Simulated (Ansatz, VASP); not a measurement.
## One calculation of WS2 (Tungstenite), two programs

```
W S
1.0
     3.18193    0.00000    0.00000
    -1.59096    2.75563    0.00000
     0.00000    0.00000   13.06088
W S
2 4
Direct
  0.33333 0.66667 0.25000
  0.66667 0.33333 0.75000
  0.33333 0.66667 0.63059
  0.66667 0.33333 0.13059
  0.33333 0.66667 0.86941
  0.66667 0.33333 0.36941
```

Alike in both runs: functional r2SCAN; k mesh 12 × 12 × 4; occupations gaussian, width 0.02 eV; no spin polarisation.

Ansatz relaxed the structure, and its values are those at the end. VASP's run is a single point on that final structure, the one shown.

```csv
,VASP,Ansatz
version,VASP 6.6.1,Ansatz 0.2.0
potentials or method,"VASP PAW PBE potentials, release 64 (W_sv, S)","scalar-relativistic, plane waves, PAW"
plane-wave cutoff (eV),520,500
valence electrons in the cell,52,52
```

```tsv
	VASP	Ansatz	Ansatz less VASP
gap on the k mesh at the Fermi level (eV)	1.38	1.37	-0.009
least direct gap on the mesh (eV)	1.88	1.87	-0.004
pressure (GPa)	0.1	0.0	-0.17
rms of the force components (eV/Å)	0.008	0.002	-0.0058
```

With one functional, cell and mesh, what is left measures potentials, basis and numerics.

Caveats: the PAW data sets were made with another functional, which shifts forces and pressure a little (VASP); spin-orbit coupling is left out, which moves the levels of the heavy elements. A k mesh can miss the band edges. r2SCAN opens gaps a little over a GGA but as a rule still falls short of measured ones.
